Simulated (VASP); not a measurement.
The system is Ta.

```
Ta
1.0
     0.00000    2.08008    2.08008
     2.08008    0.00000    2.08008
     2.08008    2.08008    0.00000
Ta
1
Cartesian
  0.0000 0.0000 0.0000
```

This isn't the form of Ta at room conditions, which is bcc.

| Quantity | Value |
| --- | --- |
| Program | VASP 6.6.1 |
| Task | relaxation of cell and atoms |
| Functional | RPBE |
| Potentials or basis | VASP PAW PBE potentials, release 64 (Ta_pv) |
| Cutoff | 600 eV |
| k mesh | 18 × 18 × 18 |
| Occupations | gaussian, width 0.1 eV |
| Spin | no spin polarisation |

At the start: pressure 12.9 GPa; volume 18.00 Å³/atom.

Task: How do energy, volume and symmetry change on relaxing?

Result: Over 4 steps the energy falls by 44.4 meV/atom and the volume is 19.16 Å³/atom (+6.5 %); space group Fm-3m (No. 225, to 0.05 Å).

Step by step:
| step | energy change (eV) | largest force (eV/Å) | pressure (GPa) | volume (Å³) |
| --- | --- | --- | --- | --- |
| 1 | 0.0000 | 0.0000 | 12.89 | 18.00 |
| 2 | 0.1549 | 0.0000 | -19.77 | 22.04 |
| 3 | -0.0443 | 0.0000 | -0.54 | 19.22 |
| 4 | -0.0444 | 0.0000 | -0.03 | 19.16 |

Final structure:
```
Ta
1.0
     0.00000    2.12397    2.12397
     2.12397    0.00000    2.12397
     2.12397    2.12397    0.00000
Ta
1
Direct
  0.00000 0.00000 0.00000
```

Caveat: the PAW data sets were made with another functional, which shifts forces and pressure a little.
